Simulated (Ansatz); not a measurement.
# Be6H: the cost of one run

All numbers below are computed with Ansatz 0.2.0 (DFT PBEsol, plane waves, PAW, scalar-relativistic, no spin polarisation).

## 1. Starting point

The cell holds 14 atoms (Be12H2): a = 4.580 Å, b = 4.580 Å, c = 15.588 Å, α = 90.00°, β = 90.00°, γ = 60.00°.

As a file:

```xyz
14
Lattice="4.5800 0.0000 0.0000 2.2900 3.9664 0.0000 0.0000 0.0000 15.5884" Properties=species:S:1:pos:R:3 pbc="T T T"
Be    0.0000    0.0000    1.0000
Be    2.2900    0.0000    1.0000
Be    1.1450    1.9832    1.0000
Be    3.4350    1.9832    1.0000
Be    0.0000    1.3221    2.7942
Be    2.2900    1.3221    2.7942
Be    1.1450    3.3053    2.7942
Be    3.4350    3.3053    2.7942
Be    0.0000    0.0000    4.5884
Be    2.2900    0.0000    4.5884
Be    1.1450    1.9832    4.5884
Be    3.4350    1.9832    4.5884
H     2.1472    2.6711    6.3484
H     2.3065    3.4347    6.3484
```

## 2. End point A

File input.yaml:

```yaml
crystal:
  lattice:
    - [4.58, 0.0, 0.0]
    - [2.29, 3.966396, 0.0]
    - [0.0, 0.0, 15.58843]
  atoms:
    - { symbol: Be, position: [0.0, 0.0, 0.0641501] }
    - { symbol: Be, position: [0.5, 0.0, 0.0641501] }
    - { symbol: Be, position: [0.0, 0.5, 0.0641501] }
    - { symbol: Be, position: [0.5, 0.5, 0.0641501] }
    - { symbol: Be, position: [-0.1666667, 0.3333333, 0.1792493] }
    - { symbol: Be, position: [0.3333333, 0.3333333, 0.1792493] }
    - { symbol: Be, position: [-0.1666667, 0.8333333, 0.1792493] }
    - { symbol: Be, position: [0.3333333, 0.8333333, 0.1792493] }
    - { symbol: Be, position: [0.0, 0.0, 0.2943484] }
    - { symbol: Be, position: [0.5, 0.0, 0.2943484] }
    - { symbol: Be, position: [0.0, 0.5, 0.2943484] }
    - { symbol: Be, position: [0.5, 0.5, 0.2943484] }
    - { symbol: H, position: [0.132098, 0.6734344, 0.4072527] }
    - { symbol: H, position: [0.0706401, 0.8659386, 0.4072527] }
basis:
  ecutwfc: 420.0
kpoints:
  mp_grid: { grid: [6, 6, 1] }
hamiltonian:
  xc: pbesol
scf:
  occupations: { method: gaussian, width: 0.15 }
  lower_state_search: "off"
relax:
  f_tol: 0.03
  max_steps: 60
  adjacent_minimum: "off"
  constraints: [{ sites: [0, 1, 2, 3] }]
```

On the command line:

```bash
$ ansatz run input.yaml --threads 1 --pin off --max-ram 3072MiB --backend cpu --events-out ev --progress --plain --runs-dir out
```

What time and memory should one allow on 1 thread of AMD EPYC 9R45 (Zen 5), shared host?

About 41 s, with a peak of 0.53 GiB.
